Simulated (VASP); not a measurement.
```
CELL_PARAMETERS angstrom
      0.00000     2.91685     2.91685
      2.91685     0.00000     2.91685
      2.91685     2.91685     0.00000
ATOMIC_POSITIONS crystal
  Li 0.00000 0.00000 0.00000
  I  0.50000 0.50000 0.50000
```

Method: PBE0 hybrid, VASP's PBE PAW potentials (set 64) (plane waves; VASP 6.6.1). Numerical set-up: 520 eV cut-off, 6×6×6 Γ-centred mesh, Gaussian smearing of 0.050 eV, potentials Li_sv I.

Unless said otherwise, spin-orbit coupling is left out, though it shifts the bands of the heavy elements here.

### Question
Predict the energy per atom (σ→0), pressure, band gap (on the k-mesh) with the smallest direct gap where there is one.

### Answer

The band gap (on the k-mesh) comes out as 6.05 eV and the smallest direct gap (on the k-mesh) is 6.36 eV. The energy per atom (σ→0) is -3.579 eV/atom and the pressure comes out as 1.82 GPa.

The compound is LiI in the rock salt structure. This cell is one point of a volume scan, at 0.91 of the reference volume. The cell's shape comes from a PBE relaxation.
